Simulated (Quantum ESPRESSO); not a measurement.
HfO2 under changes of volume

One of the cells (10.041 Å³/atom); the others are scaled copies at fixed shape and fractional positions:

```xyz
12
Lattice="5.5564 0.0000 0.0000 0.0000 3.3336 0.0000 0.0000 0.0000 6.5050" Properties=species:S:1:pos:R:3 pbc="T T T"
Hf    4.1600    2.5002    3.9542
Hf    1.3964    0.8334    2.5508
Hf    1.3818    2.5002    5.8033
Hf    4.1746    0.8334    0.7017
O     3.5533    0.8334    2.7542
O     2.0031    2.5002    3.7508
O     0.7751    0.8334    0.4983
O     4.7813    2.5002    6.0067
O     2.8937    0.8334    5.4736
O     2.6627    2.5002    1.0313
O     0.1155    0.8334    4.2838
O     5.4409    2.5002    2.2212
```

Measurements of this composition are mostly on another form, of space group No. 14.

```yaml
Program: Quantum ESPRESSO 7.5
Functional: PBE
Potentials_or_basis: SSSP 1.3 efficiency PBE
Cutoff: 816 eV
Density_cutoff: 5987 eV
k_mesh: 5 × 8 × 4
Occupations: fermi-dirac, width 0.05 eV
Spin: no spin polarisation
```

```tsv
volume (Å³/atom)	energy over the lowest point (meV/atom)	pressure (GPa)	gap on the mesh (eV)	largest force (eV/Å)
9.438	40.81	20.6	3.57	0.415
9.639	18.94	13.5	3.53	0.274
9.840	5.63	7.0	3.49	0.143
10.041	0.00	1.2	3.44	0.022
10.242	?	?	?	?
10.443	8.84	-8.7	3.36	0.210
10.643	21.99	-13.0	3.31	0.306
```

Q: What does the run at 10.242 Å³/atom give?

A: Energy over the lowest point 1.31 meV/atom; pressure -4.0 GPa; gap on the mesh 3.40 eV; largest force 0.108 eV/Å.

Worked out: A Birch-Murnaghan fit of order 3 (a polynomial in V^(-2/3)) to the other rows has its minimum at 10.10 Å³/atom with B0 = V·E''(V) = 269 GPa and B' = 4.2 at fixed shape and positions, which overstates the stiffness. It gives 1.29 meV/atom at 10.242 Å³/atom, against the run's 1.31, and -dE/dV = -3.6 GPa, against -4.0. A straight line through the other rows of the gap, of slope -2.16 eV per unit of ln V (its deformation potential), gives 3.40 eV, against the run's 3.40.

Energies are extrapolated to zero smearing.

Caveats: spin-orbit coupling is left out, which moves the levels of the heavy elements; an odd mesh through Γ misses points on the zone boundary, where band edges often lie.
